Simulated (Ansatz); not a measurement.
# Ga: the cost of one run

Program: Ansatz 0.2.0. Level of theory: DFT PBEsol, scalar-relativistic, plane waves, PAW. These are calculated values, not measurements.

### Step 1. The system as given

The structure is orthorhombic, space group Cmce (No. 64). Conventional cell: a = 4.432 Å, b = 7.598 Å, c = 4.556 Å, α = 90.00°, β = 90.00°, γ = 90.00°. Ga (site symmetry m) is surrounded by 7 Ga at 2.49 to 2.75 Å.

As a file:

```
CELL_PARAMETERS angstrom
2.21602 -3.79899 0.00000
2.21602 3.79899 0.00000
0.00000 0.00000 4.55550
ATOMIC_POSITIONS crystal
Ga 0.65570 0.34430 0.41540
Ga 0.84430 0.15570 0.91540
Ga 0.34430 0.65570 0.58460
Ga 0.15570 0.84430 0.08460
```

This is candidate A: structure listed in a database for this formula (Cmce, No. 64).

(A quick probe on a coarse mesh, which set the mesh and smearing, is not shown.)

### Step 3. Relaxing cell and atoms (candidate A)

File input.yaml:

```yaml
crystal:
  lattice:
    - [2.2160233304, -3.7989918401, 0.0]
    - [2.2160233304, 3.7989918401, 0.0]
    - [0.0, 0.0, 4.55550353]
  atoms:
    - { symbol: Ga, position: [0.65569572, 0.34430428, 0.41540139] }
    - { symbol: Ga, position: [0.84430428, 0.15569572, 0.91540139] }
    - { symbol: Ga, position: [0.34430428, 0.65569572, 0.58459861] }
    - { symbol: Ga, position: [0.15569572, 0.84430428, 0.08459861] }
basis:
  ecutwfc: 420
kpoints:
  mp_grid: { grid: [12, 12, 10] }
hamiltonian:
  xc: pbesol
scf:
  occupations: { method: gaussian, width: 0.1 }
output:
  forces: true
  stress: true
  eigenvalues: true
relax:
  adjacent_minimum: "off"
  f_tol: 0.01
  max_steps: 80
  cell: { stress_tol: 0.05 }
```

What time and memory should one allow on 1 thread of an x86-64 CPU, shared host?

About 2.1 min, with a peak of 0.76 GiB.
